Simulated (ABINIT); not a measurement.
**Quasiparticle gap of KF (Carobbiite) in ABINIT**

Wanted: ground state, empty states, screening and self-energy for KF (Carobbiite).

Main program and level: ABINIT 10.8.3; PBE and many-body steps on it, plane waves.

This is a report of a sequence of runs, with most program output left out.

**1. Starting point**

Symmetry: Fm-3m, No. 225, cubic system. The conventional cell has a = 5.344 Å, b = 5.344 Å, c = 5.344 Å, α = 90.00°, β = 90.00°, γ = 90.00°. Nearest to K lie 6 F at 2.67 Å. Nearest to F lie 6 K at 2.67 Å. Farther neighbours and most contacts between anions are not listed.

Coordinates:

```cif
data_structure
_symmetry_space_group_name_H-M 'P 1'
_symmetry_Int_Tables_number 1
_cell_length_a 3.7786
_cell_length_b 3.7786
_cell_length_c 3.7786
_cell_angle_alpha 60.000
_cell_angle_beta 60.000
_cell_angle_gamma 60.000
_cell_volume 38.15
loop_
_atom_site_label
_atom_site_type_symbol
_atom_site_fract_x
_atom_site_fract_y
_atom_site_fract_z
_atom_site_occupancy
K1 K 0.00000 0.00000 0.00000 1
F2 F 0.50000 0.50000 0.50000 1
```

The cell and positions come from the Crystallography Open Database and are kept as given unless a step says otherwise.

**2. Ground state**

This step: ABINIT 10.8.3; DFT, PBE, plane waves, norm-conserving pseudopotentials.

The ground-state density comes first.

File run.abi:

```
acell 3*1.0 Angstrom
rprim 
  -0.000000000000 2.671850000000 2.671850000000
  2.671850000000 -0.000000000000 2.671850000000
  2.671850000000 2.671850000000 0.000000000000
ntypat 2
znucl 19 9
natom 2
typat 1 2
xred 
  0.000000000000 0.000000000000 0.000000000000
  0.500000000000 0.500000000000 0.500000000000
pp_dirpath "pseudos"
pseudos "K.upf, F.upf"
ecut 36
ngkpt 6 6 6
nshiftk 1
shiftk 0 0 0
kptopt 1
chksymbreak 0
nband 13
occopt 1
tolvrs 1e-10
nstep 60
prtwf 0
optforces 0
optstress 0
indata_prefix "in"
outdata_prefix "out"
tmpdata_prefix "tmp"
```

On the command line:

```sh
$ OMP_NUM_THREADS=1 mpirun -n 8 abinit run.abi > log
```

Run time: 4.7 s. Hardware: 8 MPI ranks of Arm Neoverse V2, shared host; peak memory 0.56 GiB.

This step gave:

* total energy: -1491.8396 eV
* gap: 6.200 eV
* k of the valence top: 0, 0, 0
* k of the conduction bottom: 0, 0, 0
* least direct gap: 6.200 eV

The gap is direct, at Γ.

**3. Bands along the symmetry lines**

The cheap functional maps the bands first; the places of the edges decide which points the dearer methods must see.

File run.abi:

```
acell 3*1.0 Angstrom
rprim 
  -0.000000000000 2.671850000000 2.671850000000
  2.671850000000 -0.000000000000 2.671850000000
  2.671850000000 2.671850000000 0.000000000000
ntypat 2
znucl 19 9
natom 2
typat 1 2
xred 
  0.000000000000 0.000000000000 0.000000000000
  0.500000000000 0.500000000000 0.500000000000
pp_dirpath "pseudos"
pseudos "K.upf, F.upf"
ecut 36
iscf -2
irdden 1
kptopt 0
nkpt 50
kpt 
  0.00000000 0.00000000 0.00000000
  0.06250000 0.00000000 0.06250000
  0.12500000 0.00000000 0.12500000
  0.18750000 0.00000000 0.18750000
  0.25000000 0.00000000 0.25000000
  0.31250000 0.00000000 0.31250000
  0.37500000 0.00000000 0.37500000
  0.43750000 0.00000000 0.43750000
  0.50000000 0.00000000 0.50000000
  0.51562500 0.03125000 0.51562500
  0.53125000 0.06250000 0.53125000
  0.54687500 0.09375000 0.54687500
  0.56250000 0.12500000 0.56250000
  0.57812500 0.15625000 0.57812500
  0.59375000 0.18750000 0.59375000
  0.60937500 0.21875000 0.60937500
  0.62500000 0.25000000 0.62500000
  0.37500000 0.37500000 0.75000000
  0.32812500 0.32812500 0.65625000
  0.28125000 0.28125000 0.56250000
  0.23437500 0.23437500 0.46875000
  0.18750000 0.18750000 0.37500000
  0.14062500 0.14062500 0.28125000
  0.09375000 0.09375000 0.18750000
  0.04687500 0.04687500 0.09375000
  0.00000000 0.00000000 0.00000000
  0.06250000 0.06250000 0.06250000
  0.12500000 0.12500000 0.12500000
  0.18750000 0.18750000 0.18750000
  0.25000000 0.25000000 0.25000000
  0.31250000 0.31250000 0.31250000
  0.37500000 0.37500000 0.37500000
  0.43750000 0.43750000 0.43750000
  0.50000000 0.50000000 0.50000000
  0.50000000 0.46875000 0.53125000
  0.50000000 0.43750000 0.56250000
  0.50000000 0.40625000 0.59375000
  0.50000000 0.37500000 0.62500000
  0.50000000 0.34375000 0.65625000
  0.50000000 0.31250000 0.68750000
  0.50000000 0.28125000 0.71875000
  0.50000000 0.25000000 0.75000000
  0.50000000 0.21875000 0.71875000
  0.50000000 0.18750000 0.68750000
  0.50000000 0.15625000 0.65625000
  0.50000000 0.12500000 0.62500000
  0.50000000 0.09375000 0.59375000
  0.50000000 0.06250000 0.56250000
  0.50000000 0.03125000 0.53125000
  0.50000000 0.00000000 0.50000000
istwfk *1
nband 15
nbdbuf 2
tolwfr 1e-08
nstep 40
prtwf 0
prtvol 0
indata_prefix "in"
outdata_prefix "out"
tmpdata_prefix "tmp"
```

Elapsed: 6.2 s, on 8 MPI ranks; peak memory 0.5 GiB.

Numbers from this step:

| Quantity | Value |
| --- | --- |
| gap | 6.200 eV |
| k of the valence top | 0, 0, 0 |
| k of the conduction bottom | 0, 0, 0 |
| least direct gap | 6.200 eV |

The gap is 6.200 eV, as in the run before at this level.

Electronic bands along the path, in eV, zero at the top of the highest filled band; v1 is the highest filled band, c1 the lowest empty one:

```tsv
point	v4	v3	v2	v1	c1	c2	c3	c4
Γ	-9.36	0.00	0.00	0.00	6.20	10.69	10.69	10.69
halfway	-9.47	-0.48	-0.05	-0.05	8.00	9.20	12.12	12.12
X	-9.57	-0.21	-0.06	-0.06	8.23	10.33	11.82	13.52
halfway	-9.56	-0.20	-0.14	-0.10	8.45	10.55	11.42	13.52
U	-9.51	-0.33	-0.19	-0.19	8.98	10.74	11.08	13.51
jump to K	-9.51	-0.33	-0.19	-0.19	8.98	10.74	11.08	13.51
halfway	-9.37	-0.54	-0.27	-0.08	8.24	9.85	11.63	11.72
Γ	-9.36	0.00	0.00	0.00	6.20	10.69	10.69	10.69
halfway	-9.38	-0.43	-0.18	-0.18	7.71	10.11	11.41	11.41
L	-9.40	-0.78	-0.34	-0.34	9.09	10.63	12.05	12.05
halfway	-9.44	-0.56	-0.28	-0.25	9.42	10.11	11.67	12.67
W	-9.45	-0.40	-0.16	-0.16	9.75	9.75	11.21	13.35
halfway	-9.51	-0.23	-0.20	-0.09	8.66	10.73	11.06	13.50
X	-9.57	-0.21	-0.06	-0.06	8.23	10.33	11.82	13.52
```

**4. Empty states on the mesh, 4×4×4 mesh, 102 bands**

The sums over transitions need many empty states on a uniform mesh; this step solves for them.

File run.abi:

```
acell 3*1.0 Angstrom
rprim 
  -0.000000000000 2.671850000000 2.671850000000
  2.671850000000 -0.000000000000 2.671850000000
  2.671850000000 2.671850000000 0.000000000000
ntypat 2
znucl 19 9
natom 2
typat 1 2
xred 
  0.000000000000 0.000000000000 0.000000000000
  0.500000000000 0.500000000000 0.500000000000
pp_dirpath "pseudos"
pseudos "K.upf, F.upf"
ecut 36
ngkpt 4 4 4
nshiftk 1
shiftk 0 0 0
kptopt 1
chksymbreak 0
irdden 1
istwfk *1
nband 102
prtvol 0
optdriver 6
gwr_task "HDIAGO"
paral_kgb 0
occopt 1
indata_prefix "in"
outdata_prefix "out"
tmpdata_prefix "tmp"
```

Elapsed: 16 s, on 8 MPI ranks; peak memory 3.5 GiB; 2.2 min of CPU time.

Numbers from this step:

```
gap                                                           : 6.199 eV
k of the valence top                                          : 0, 0, 0
k of the conduction bottom                                    : 0, 0, 0
least direct gap                                              : 6.199 eV
k points computed                                             : 8
lowest point of the top converged band, above the valence top : 93.7997 eV
```

On this mesh the gap is 6.199 eV.

**5. Screening, 4×4×4 mesh, 94 bands, screening to 163.3 eV**

The RPA dielectric matrix is built and inverted for each q.

This step: RPA screening on PBE, plane waves, norm-conserving pseudopotentials.

Changes to run.abi since step 4:

```diff
@@ -20,10 +20,11 @@
 chksymbreak 0
-irdden 1
 istwfk *1
-nband 102
-prtvol 0
-optdriver 6
-gwr_task "HDIAGO"
-paral_kgb 0
 occopt 1
+irdwfk 1
+optdriver 3
+nband 94
+ecuteps 6
+inclvkb 2
+awtr 1
+symchi 1
 indata_prefix "in"
```

Run time: 7.1 s. Hardware: 8 MPI ranks; peak memory 1 GiB; 56 s of CPU time.

Numbers from this step:

```yaml
eps_infinity_with_local_fields_on_this_mesh_along_the_program_s_q_direction: 1.896
the_same_without_local_fields: 2.103
plasma_frequency: 24.05 eV
plane_waves_in_the_screening_matrix: 169
```

Local fields lower ε∞ by 10 %. On a Γ-centred mesh this coarse the value itself is usually too large, while a short band sum pulls it down.

**6. Self-energy, 4×4×4 mesh, 94 bands, screening to 163.3 eV**

The self-energy is evaluated for the states that the input lists, and the levels follow from it, in one-shot runs by the linearised quasiparticle equation.

This step: G0W0 on PBE, plane waves, norm-conserving pseudopotentials.

Changes to run.abi since step 5:

```diff
@@ -23,8 +23,15 @@
 irdwfk 1
-optdriver 3
+optdriver 4
 nband 94
+gwcalctyp 0
+ecutsigx 36
+symsigma 1
+nkptgw 1
+kptgw 
+  0.0000000000 0.0000000000 0.0000000000
+bdgw 
+  6 12
 ecuteps 6
-inclvkb 2
-awtr 1
-symchi 1
+irdscr 1
+ppmodel 1
 indata_prefix "in"
```

It took 3.1 s on 8 MPI ranks; peak memory 0.6 GiB; 23 s of CPU time.

This step gave:

```
G0W0 gap on the points computed              : 9.545 eV
starting gap on the mesh                     : 6.199 eV
k of the valence top                         : 0, 0, 0
k of the conduction bottom                   : 0, 0, 0
Z at the valence top                         : 0.809
Z at the conduction bottom                   : 0.899
least direct G0W0 gap on the computed points : 9.545 eV
```

The gap on the mesh goes from 6.20 eV to 9.54 eV, a correction of +3.35 eV.

Limits: finite bands, cutoff and mesh; coarse k mesh. v1 is the top filled band, c1 the lowest empty one. Levels before and after the correction, in eV, zero at the valence-band top of each column:

```tsv
	conduction bottom	valence top
Kohn-Sham	6.20	0.00
G0W0	9.54	0.00
```

```tsv
	level	energy (eV)
Kohn-Sham	Γ v3-v1	0.000
Kohn-Sham	Γ c1	6.199
Kohn-Sham	Γ c2-c4	10.694
G0W0	Γ v3-v1	0.000
G0W0	Γ c1	9.545
G0W0	Γ c2-c4	15.517
```

**7. Where the time went**

Times are wall times on 8 MPI ranks of Arm Neoverse V2, shared host, good to a factor of about two.

```tsv
step	time	share	memory (GiB)
ground state	4.7 s	13 %	0.56
bands along the symmetry lines	6.2 s	16 %	0.5
empty states on the mesh	16 s	44 %	3.5
screening	7.1 s	19 %	1.0
self-energy	3.1 s	8 %	0.6
```

**8. What came out**

| Property | Result |
| --- | --- |
| PBE gap | 6.20 eV, direct |
| G0W0 gap on the mesh | 9.54 eV |
| GW settings | 4×4×4 mesh, 94 bands, screening to 163.3 eV, Godby-Needs plasmon pole |
| known limits | not at the basis limit; coarse k mesh |

In words: G0W0 moves the gap on the mesh from 6.20 eV to 9.54 eV (+3.35 eV), with Z of 0.81 and 0.90 at the edges. Local fields lower the RPA ε∞ on this mesh from 2.10 to 1.90; a Γ-centred mesh this coarse tends to raise both, most where the direct gap is narrow, while a short band sum lowers them. Only 1 of the mesh's irreducible points was corrected, so a valley elsewhere could overtake. The dearest step here is «empty states on the mesh». Bands and cutoff are finite, so the gap is not at the basis limit. The miss can reach some tenths of an eV and take either sign; the mesh is an error of its own. In the G0W0 run levels were corrected at 1 k point alone, so a gap called «on the mesh» is the least over those, and an edge elsewhere would be missed. The 4×4×4 mesh is coarse for this cell, which bears on the long-range parts of exchange and screening.

[Paths, hosts, dates, memory and timing lines, banners, echoed tables and standing remarks are left out of the program output.]

[Logs are printed without paths, hosts, clocks, repeated set-up lines and the standing remarks that a program may print on its own settings, such as how far it seeks lower states.]

[Runs of the session that timed out or met a known fault of the program may be left out.]

[Hosts, paths, dates, database ids (printed as entryN), source tags and the programs' standing remarks are cut or masked in the printed files.]

[G0W0 gaps are taken among the corrected bands and points alone; a level outside them can change the order at an edge.]

[Where Ansatz stands beside ABINIT at settings called matched, ABINIT's density can come from a denser mesh and the files from another edition; pairs whose starting gaps differed by over 0.03 eV were left out, so agreement reads better than it is.]
